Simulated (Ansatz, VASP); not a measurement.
One calculation of Zr, two programs

File INCAR:

```
SYSTEM = Zr
PREC     = Accurate       ! precision mode
ENCUT    = 520            ! plane-wave cutoff, eV
EDIFF    = 1E-6           ! SCF threshold, eV
ISMEAR   = -1             ! smearing method
SIGMA    = 0.05           ! smearing width, eV
LREAL    = .FALSE.        ! projectors in reciprocal space
LASPH    = .TRUE.         ! aspherical terms in the spheres
NELM     = 100            ! most SCF steps
ALGO     = Normal         ! electronic algorithm
ISIF     = 2              ! what is computed and relaxed
LWAVE    = .FALSE.        ! write WAVECAR
LCHARG   = .TRUE.         ! write CHGCAR
GGA      = PE             ! functional
LELF     = .TRUE.         ! ELF
LVHAR    = .TRUE.       
NBANDS   = 12             ! bands
```

Contents of KPOINTS:

```
Automatic mesh
0
G
  13 13 13
  0 0 0
```

File POSCAR:

```
Zr
1.0
    0.0000000000      2.2093582665      2.2093582665
    2.2093582665      0.0000000000      2.2093582665
    2.2093582665      2.2093582665      0.0000000000
Zr
1
Direct
    0.0000000000      0.0000000000      0.0000000000
```

Input for Ansatz:

```yaml
crystal:
  lattice:
    - [0.0, 2.2093582665, 2.2093582665]
    - [2.2093582665, 0.0, 2.2093582665]
    - [2.2093582665, 2.2093582665, 0.0]
  atoms:
    - { symbol: Zr, position: [0.0, 0.0, 0.0] }
kpoints:
  mp_grid: { grid: [13, 13, 13] }
scf:
  occupations: { method: fermi_dirac, width: 0.05 }
hamiltonian:
  xc: pbe
  pseudopotentials: { kind: all_electron, lapw: { basis_error: 0.0005 } }
output:
  forces: true
  stress: true
  eigenvalues: true
```

Change from the starting cell: volume scaled by 0.9405.

Alike in both runs: task single point; functional PBE; k mesh 13 × 13 × 13; occupations fermi-dirac, width 0.05 eV; no spin polarisation.

|  | VASP | Ansatz |
| --- | --- | --- |
| version | VASP 6.6.1 | Ansatz 0.2.0 |
| potentials or method | VASP PAW PBE potentials, release 64 (Zr_sv) | all-electron LAPW, scalar-relativistic |
| plane-wave cutoff (eV) | 520 | see its input |

```csv
,VASP,Ansatz,Ansatz less VASP
pressure (GPa),7.4,7.4,0.00
```

Ansatz ran all-electron here, so the differences hold the error of VASP's frozen core and of both bases.
